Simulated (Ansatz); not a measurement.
# Nb under changes of volume

One of the cells (18.922 Å³/atom); the others are scaled copies at fixed shape and fractional positions:

```
CELL_PARAMETERS angstrom
0.00000 2.11500 2.11500
2.11500 0.00000 2.11500
2.11500 2.11500 0.00000
ATOMIC_POSITIONS crystal
Nb 0.00000 0.00000 0.00000
```

This isn't the form of Nb at room conditions, which is bcc.

- Program: Ansatz 0.2.0
- Functional: PBEsol
- Potentials or basis: Ansatz PAW earlier set
- Cutoff: 708 eV (not typed: the program's choice for these potentials)
- k mesh: 11 × 11 × 11
- Occupations: fermi-dirac, width 0.05 eV
- Spin: no spin polarisation

```csv
volume (Å³/atom),energy over the lowest point (meV/atom),pressure (GPa)
17.786,2.49,3.0
18.165,0.00,-0.8
18.543,6.17,-4.3
18.922,20.18,-7.4
19.300,41.26,-10.2
19.679,68.68,-12.7
20.057,?,?
```

Problem. What does the run at 20.057 Å³/atom give?

Solution. Energy over the lowest point 101.76 meV/atom; pressure -15.0 GPa.

Worked out: A Birch-Murnaghan fit of order 3 (a polynomial in V^(-2/3)) to the other rows has its minimum at 18.08 Å³/atom with B0 = V·E''(V) = 180 GPa and B' = 4.0. It gives 101.78 meV/atom at 20.057 Å³/atom, against the run's 101.76, and -dE/dV = -15.2 GPa, against -15.0.

Energies are extrapolated to zero smearing.

Caveats: the PAW data sets come from PBE, with cores solved anew for the run's functional, which leaves a small shift of forces and pressure.
